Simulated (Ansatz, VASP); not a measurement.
## MgI2: VASP beside Ansatz

INCAR

```
PREC = Accurate
ENCUT = 520
EDIFF = 1E-6
ISMEAR = 0
SIGMA = 0.05
LREAL = False
LASPH = True
NELM = 100
ALGO = Normal
ISIF = 2
LWAVE = False
LCHARG = True
GGA = PE
LELF = True
LVHAR = True
NBANDS = 15
```

Contents of KPOINTS:

```
regular mesh
0
Gamma
  6 6 4
```

The input POSCAR:

```
MgI2
1.0
    4.2072027146      0.0000000000      0.0000000000
   -2.1036013573      3.6435444297      0.0000000000
    0.0000000000      0.0000000000      7.8117229395
Mg I
1 2
Direct
    0.0000000000      0.0000000000      0.0000000000
    0.3333333333      0.6666666667      0.7666648737
    0.6666666667      0.3333333333      0.2333351263
```

Input for Ansatz:

```yaml
crystal:
  lattice:
    - [4.2072027146, 0.0, 0.0]
    - [-2.1036013573, 3.6435444297, 0.0]
    - [0.0, 0.0, 7.8117229395]
  atoms:
    - { symbol: Mg, position: [0.0, 0.0, 0.0] }
    - { symbol: I, position: [0.3333333333, 0.6666666667, 0.7666648737] }
    - { symbol: I, position: [0.6666666667, 0.3333333333, 0.2333351263] }
basis:
  ecutwfc: 520.0
kpoints:
  mp_grid: { grid: [6, 6, 4] }
hamiltonian:
  xc: pbe
scf:
  occupations: { method: gaussian, width: 0.05 }
output:
  forces: true
  stress: true
  eigenvalues: true
```

Alike in both runs: task single point; functional PBE; k mesh 6 × 6 × 4; occupations gaussian, width 0.05 eV; no spin polarisation.

|  | VASP | Ansatz |
| --- | --- | --- |
| version | VASP 6.6.1 | Ansatz 0.2.0 |
| potentials or method | VASP PAW PBE potentials, release 64 (Mg, I) | scalar-relativistic, plane waves, PAW |
| plane-wave cutoff (eV) | 520 | 520 |
| valence electrons in the cell | 16 | 44 |

|  | VASP | Ansatz | Ansatz less VASP |
| --- | --- | --- | --- |
| gap on the k mesh at the Fermi level (eV) | 3.24 | 3.25 | +0.018 |
| least direct gap on the mesh (eV) | 3.25 | 3.26 | +0.015 |
| pressure (GPa) | -1.7 | -1.7 | +0.05 |
| largest component of the traceless stress (GPa) | 1.28 | 1.29 | +0.005 |
| rms of the force components (eV/Å) | 0.303 | 0.299 | -0.0045 |

Atom by atom the forces differ by 0.005 eV/Å (rms over components). The two sets of potentials don't hold the same shells in valence.

Caveats: spin-orbit coupling is left out, which moves the levels of the heavy elements; this functional lacks dispersion, which binds the layers, so the pressure and a relaxed spacing across them are unreliable. A k mesh can miss the band edges.
